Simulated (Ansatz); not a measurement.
# SnSe: how well frozen cores do

The same cell of SnSe is computed with full-potential LAPW, PAW on the default files and all-electron PAW on datasets made for the crystal, to set the results side by side.

Program: Ansatz 0.2.0. Level of theory: DFT PBEsol, scalar-relativistic. These are calculated values, not measurements.

### Step 1. The starting structure

It takes space group Cmcm (No. 63, orthorhombic). Conventional cell: a = 4.271 Å, b = 12.048 Å, c = 4.260 Å, α = 90.00°, β = 90.00°, γ = 90.00°. Sn (site symmetry m2m) has 5 Se at 2.71 to 3.02 Å as nearest neighbours. Se (site symmetry m2m) is surrounded by 5 Sn at 2.71 to 3.02 Å.

Structure file:

```
Sn Se
1.0
     2.13533   -6.02403    0.00000
     2.13533    6.02403    0.00000
     0.00000    0.00000    4.25994
Sn Se
2 2
Cartesian
  2.1353 4.4733 3.1950
  2.1353 -4.4733 1.0650
  2.1353 1.7678 3.1950
  2.1353 -1.7678 1.0650
```

The cell is one relaxed in the Materials Project, used as it stands.

Atoms are numbered in the order of the input: Sn1, Sn2, Se3, Se4.

### Step 2. Full-potential LAPW

The input, input.yaml:

```yaml
crystal:
  lattice:
    - [2.1353299143, -6.0240338759, 0.0]
    - [2.1353299143, 6.0240338759, 0.0]
    - [0.0, 0.0, 4.25993691]
  atoms:
    - { symbol: Sn, position: [0.12871498, 0.87128502, 0.75] }
    - { symbol: Sn, position: [0.87128502, 0.12871498, 0.25] }
    - { symbol: Se, position: [0.35326805, 0.64673195, 0.75] }
    - { symbol: Se, position: [0.64673195, 0.35326805, 0.25] }
kpoints:
  mp_grid: { grid: [6, 6, 6] }
  band_path:
    path:
      - [0.0, 0.0, 0.0]
      - [-0.5, 0.5, 0.0]
      - [-0.2814119694, 0.7185880306, 0.0]
      - [0.2814119694, 0.2814119694, 0.0]
      - [0.0, 0.0, 0.0]
      - [0.0, 0.0, 0.5]
      - [0.2814119694, 0.2814119694, 0.5]
      - [-0.2814119694, 0.7185880306, 0.5]
      - [-0.5, 0.5, 0.5]
    npoints: 8
scf:
  occupations: { method: fermi_dirac, width: 0.03 }
hamiltonian:
  xc: pbesol
  pseudopotentials: { kind: all_electron, lapw: { basis_error: 0.001 } }
output:
  forces: true
  stress: true
  eigenvalues: true
  populations: true
  dos: { projected: true, de: 0.2, e_range: [-14, 8] }
```

What it wrote:

```text
Sn: projections on atomic orbitals take those of the free atom 1s2 2s2 2p6 3s2 3p6 3d10 4s2 4p6 4d10 5s2 5p2, of charge +0.00 (hamiltonian.pseudopotentials.projection_atoms)
Se: projections on atomic orbitals take those of the free atom 1s2 2s2 2p6 3s2 3p6 3d10 4s2 4p4, of charge +0.00 (hamiltonian.pseudopotentials.projection_atoms)
LAPW: plane waves up to 8.159 Å⁻¹, error target 1.0e-3 eV per atom; small_component_spin mean_spin; Se in spheres of 1.298 Å, 24 of its electrons in bands, Dirac shells []; Sn in spheres of 1.407 Å, 22 of its electrons in bands, Dirac shells []
Engine: ansatz 0.2.0
Pseudopotentials: kind: all_electron
Pseudopotential: Sn, LAPW, valence charge 22, Koelling and Harmon's equation, gaussian nucleus
Pseudopotential: Se, LAPW, valence charge 24, Koelling and Harmon's equation, gaussian nucleus
Functional definition: PBEsol
  exchange = pbesol_x
  correlation = pbesol_c
Crystal: 4 atoms, lattice volume = 109.594 Å³
Basis set: ecut = 253.60533038239473 eV, 1005 PW (Γ), FFT grids on a1+a2, a2, a3, exchange–correlation at level 2
Bands: 56, of which v1, the nominal top of the filled ones, is band 46 counted from 1 (45 counted from 0)
Symmetry: 8 space group operations
Space group: Cmcm (ITA 63), of the structure as read, at distance tolerance 4.8e-5 Å
k-points: 52 of 216
Non-local potential: Sn, projectors of the file, none
Non-local potential: Se, projectors of the file, none
Initial density: superposition of atomic densities (chi_scale 0.1, normalization cell, long waves kept (reshape's long-wave potential 0.03 eV rms))
Initial wavefunctions: plane waves of lowest kinetic energy (no species holds an atomic orbital)
Functional: x = pbesol(κ = 0.804, μ = 0.12345679012345678), c = pbesol(β = 0.046)
iter 1 solved again at ethr=1.33e-3 eV; its pass at ethr=1.00e-1 eV (dr2=1.22e0 eV) is discarded
SCF iter   1: F=—  HF=-468193.730059 eV  |F-HF|=—  |Δ(HF+E_count)|=         —  Δρ=2.24e-2  dr2=1.22e0  ethr=1.33e-3  ⟨swp⟩=2.0  Hψ=18407  notcnv=0
preconditioner: auto → Resta (q_TF=auto, 2.650 Å⁻¹)  ε∞=2.5  [insulator: Δε(μ)=0.509 eV  Ē_g=18.041 eV  σ=0.030 eV  W_gap=1.00  n_scr=38 (ndim 8)  ℏωp=22.4 eV  f_vac=0.029  D(μ)=0.00/eV (n_scr^D=0)  ε∞_Penn≈2.5]
iter 2 solved again at ethr=1.26e-4 eV; its pass at ethr=1.33e-3 eV (dr2=1.16e-1 eV) is discarded
SCF iter   2: F=—  HF=-468193.367142 eV  |F-HF|=—  |Δ(HF+E_count)|=   3.63e-1  Δρ=8.39e-3  dr2=1.16e-1  ethr=1.26e-4  ⟨swp⟩=2.0  Hψ=14969  notcnv=0
SCF iter   3: F=—  HF=-468193.350630 eV  |F-HF|=—  |Δ(HF+E_count)|=         —  Δρ=4.12e-3  dr2=2.84e-2  ethr=1.26e-4  ⟨swp⟩=2.0  Hψ=8433  notcnv=0
the basis was enlarged: its passes take 240.4 KiB over the memory plan, 1 of 1 planned eigensolver slots
SCF iter   4: F=—  HF=-468193.350430 eV  |F-HF|=—  |Δ(HF+E_count)|=   2.00e-4  Δρ=8.69e-4  dr2=8.90e-4  ethr=3.09e-5  ⟨swp⟩=2.0  Hψ=8801  notcnv=0
SCF iter   5: F=—  HF=-468193.349419 eV  |F-HF|=—  |Δ(HF+E_count)|=   1.01e-3  Δρ=1.98e-4  dr2=4.32e-5  ethr=9.68e-7  ⟨swp⟩=2.0  Hψ=8324  notcnv=0
SCF iter   6: F=—  HF=-468193.349452 eV  |F-HF|=—  |Δ(HF+E_count)|=   3.29e-5  Δρ=5.94e-5  dr2=6.44e-6  ethr=4.70e-8  ⟨swp⟩=3.0  Hψ=8569  notcnv=0
SCF iter   7: F=—  HF=-468193.349450 eV  |F-HF|=—  |Δ(HF+E_count)|=   2.57e-6  Δρ=2.86e-5  dr2=1.10e-6  ethr=7.00e-9  ⟨swp⟩=2.1  Hψ=8326  notcnv=0
SCF iter   8: F=-468193.349450 eV  HF=-468193.349450 eV  |F-HF|=2.99e-8  |Δ(HF+E_count)|=   9.59e-7  Δρ=5.68e-6  dr2=5.12e-8  ethr=1.19e-9  ⟨swp⟩=3.0  Hψ=8740  notcnv=0
SCF 1 converged in 8 iterations: F = -468193.349450 eV  dr2 = 5.12e-8
NSCF: frozen V_eff on 65 k-points
SCF converged after 8 iterations
Free energy (F): -468193.349450 eV
Harris-Foulkes:  -468193.349450 eV  (|F-HF|=2.99e-8)
Internal energy: -468193.349299 eV  (E = F + TS)
E sigma→0 (E₀):  -468193.349375 eV
Entropy (-TS):   -0.000152 eV (-0.038 meV/atom)
Fermi energy:    10.437626 eV
--- Per-component energies (eV) ---
  E_band       = -4663.389247
  E_kinetic    = 488661.842865
  E_xc         = -13543.060404
  E_electrostatic = -943312.131759  (all electrons and nuclei)
  E_smearing   = -0.000152  (= −TS)
  E_closure    = 0.000000  (closes the sum)
  E_atoms      = -468175.529442  (free atoms, spherical and without spin; not in F)
  Σ components = -468193.349450   (vs F -468193.349450, Δ=0.00e0)
  Basis errors (estimates in eV, not in F): energy 4.4e-4 per atom: plane waves 4.0e-4 (2.3e-4 summed), levels above the bands 2.2e-119, relativity 4.6e-9, radial functions 4.0e-5, core shells 3.8e-8; eigenvalues (radial functions only) 9.5e-7; not estimated: angular momenta, meshes, grids; target (lapw.basis_error) 1.0e-3; muffin-tin radii Se 1.298 Å, Sn 1.407 Å
--- Forces (eV/Å), atoms counted from 1 ---
  atom   1  Sn     0.00000000     0.04845764     0.00000000
  atom   2  Sn    -0.00000000    -0.04845764     0.00000000
  atom   3  Se    -0.00000000    -0.12095020     0.00000000
  atom   4  Se     0.00000000     0.12095020     0.00000000
  max |Σ_I F_I| component: 3.47e-18 eV/Å
--- Stress (GPa, compression-positive) ---
       -1.945031      -0.000000       0.000000
       -0.000000      -1.391423       0.000000
        0.000000       0.000000      -1.871833
  P = ⅓ Tr σ = -1.7361 GPa (-17.361 kbar)
--- Band table (eV; the first three rows and the last of 52) ---
  k-point 0: bands = ["-197.0089", "-197.0089", "-136.6749", "-136.6749", "-136.6729", "-136.6729", "-136.6717", "-136.6717", "-118.8631", "-118.8631", "-74.7131", "-74.7131", "-74.7125", "-74.7125", "-74.6652", "-74.6650", "-37.1073", "-37.1072", "-37.1069", "-37.1067", "-37.1049", "-37.1047", "-37.1046", "-37.1045", "-37.1034", "-37.1031", "-11.0367", "-11.0324", "-11.0250", "-11.0232", "-11.0200", "-11.0076", "-10.9986", "-10.9870", "-10.9836", "-10.9664", "-3.4420", "-1.9951", "4.1546", "4.9728", "5.3783", "6.8363", "7.1280", "8.0406", "8.5551", "9.7392", "13.7006", "14.2380", "14.2688", "14.8907", "15.0344", "15.0526", "15.6429", "16.3528", "16.7806", "18.8497"]
  k-point 1: bands = ["-197.0089", "-197.0089", "-136.6749", "-136.6749", "-136.6729", "-136.6729", "-136.6717", "-136.6717", "-118.8631", "-118.8631", "-74.7131", "-74.7131", "-74.7125", "-74.7125", "-74.6652", "-74.6650", "-37.1073", "-37.1072", "-37.1069", "-37.1067", "-37.1049", "-37.1047", "-37.1046", "-37.1045", "-37.1034", "-37.1031", "-11.0325", "-11.0306", "-11.0272", "-11.0259", "-11.0196", "-11.0045", "-10.9983", "-10.9861", "-10.9832", "-10.9697", "-3.3058", "-2.0067", "3.6778", "4.5609", "5.5198", "7.2504", "7.3353", "8.2143", "8.8846", "9.5123", "13.3768", "13.5206", "13.6289", "14.5718", "14.6550", "14.6612", "15.2577", "17.0439", "17.3690", "19.0502"]
  k-point 2: bands = ["-197.0089", "-197.0089", "-136.6749", "-136.6749", "-136.6729", "-136.6729", "-136.6717", "-136.6717", "-118.8631", "-118.8631", "-74.7131", "-74.7131", "-74.7125", "-74.7125", "-74.6651", "-74.6650", "-37.1073", "-37.1072", "-37.1069", "-37.1068", "-37.1049", "-37.1047", "-37.1045", "-37.1045", "-37.1033", "-37.1032", "-11.0316", "-11.0310", "-11.0276", "-11.0272", "-11.0134", "-10.9989", "-10.9972", "-10.9843", "-10.9827", "-10.9778", "-2.9364", "-2.1256", "3.0751", "3.6995", "6.0663", "7.5576", "7.9011", "8.5875", "9.2964", "9.6077", "11.9003", "12.0994", "12.2447", "12.9228", "14.9055", "15.1308", "16.7031", "18.3415", "18.3879", "19.6434"]
  k-point 51: bands = ["-197.0089", "-197.0089", "-136.6749", "-136.6749", "-136.6729", "-136.6729", "-136.6717", "-136.6717", "-118.8631", "-118.8631", "-74.7131", "-74.7131", "-74.7125", "-74.7125", "-74.6651", "-74.6651", "-37.1073", "-37.1073", "-37.1068", "-37.1068", "-37.1048", "-37.1048", "-37.1045", "-37.1045", "-37.1033", "-37.1033", "-11.0319", "-11.0319", "-11.0259", "-11.0259", "-11.0107", "-11.0107", "-10.9847", "-10.9847", "-10.9805", "-10.9805", "-2.4311", "-2.4311", "2.6094", "2.6094", "8.4211", "8.4211", "8.5553", "8.5553", "9.3095", "9.3095", "11.7504", "11.7504", "12.3077", "12.3077", "12.7936", "12.7936", "17.6974", "17.6974", "18.2453", "18.2453"]
--- Löwdin populations: 4 sites ---
  site symbol       q [e]
     0     Sn     49.6858
     1     Sn     49.6858
     2     Se     34.2525
     3     Se     34.2525
  spilling = 0.000735 (of n_electrons = 168.000000)
```

Wall time 67 s (1 thread, shared host).

This run gives: pressure -1.74 GPa; gap 0.18 eV; largest force 0.121 eV/Å.

Levels at the path's labelled points, in eV from the valence-band top:

```csv
point,band 43,band 44,band 45,band 46,band 47,band 48,band 49
Γ,-3.21,-2.30,-1.78,-0.60,3.36,3.90,3.93
Y,-2.32,-2.26,-1.82,-0.63,0.18,3.47,3.51
C0,-1.92,-1.76,-1.16,-0.16,0.85,1.08,1.54
Σ0,-1.92,-1.76,-1.16,-0.16,0.85,1.08,1.54
Γ,-3.21,-2.30,-1.78,-0.60,3.36,3.90,3.93
Z,-1.79,-1.79,-0.38,-0.38,0.80,0.80,1.50
A0,-3.37,-3.37,-1.91,-1.91,2.48,2.48,4.63
E0,-3.37,-3.37,-1.91,-1.91,2.48,2.48,4.63
T,-1.78,-1.78,-1.03,-1.03,1.41,1.41,1.97
```

States per cell in windows of 1 eV (zero at the valence-band top; grid of 0.20 eV, so sharp peaks spill over the borders):

```csv
from,to,total,Se 4p,Sn 5p,Sn 5s
-10,-9,0.00,0.00,0.00,0.00
-9,-8,0.00,0.00,0.00,0.00
-8,-7,1.85,0.52,0.06,1.21
-7,-6,1.88,0.50,0.06,1.17
-6,-5,0.28,0.07,0.02,0.15
-5,-4,1.28,0.72,0.50,0.04
-4,-3,2.67,1.65,0.90,0.08
-3,-2,3.07,2.11,0.75,0.14
-2,-1,3.40,2.29,0.64,0.39
-1,0,1.56,0.98,0.24,0.30
0,1,0.29,0.04,0.19,0.03
1,2,2.26,0.36,1.58,0.08
2,3,2.75,0.59,1.80,0.07
3,4,2.74,0.68,1.61,0.07
4,5,3.05,0.73,1.65,0.04
```

[end of part 1 of 2]
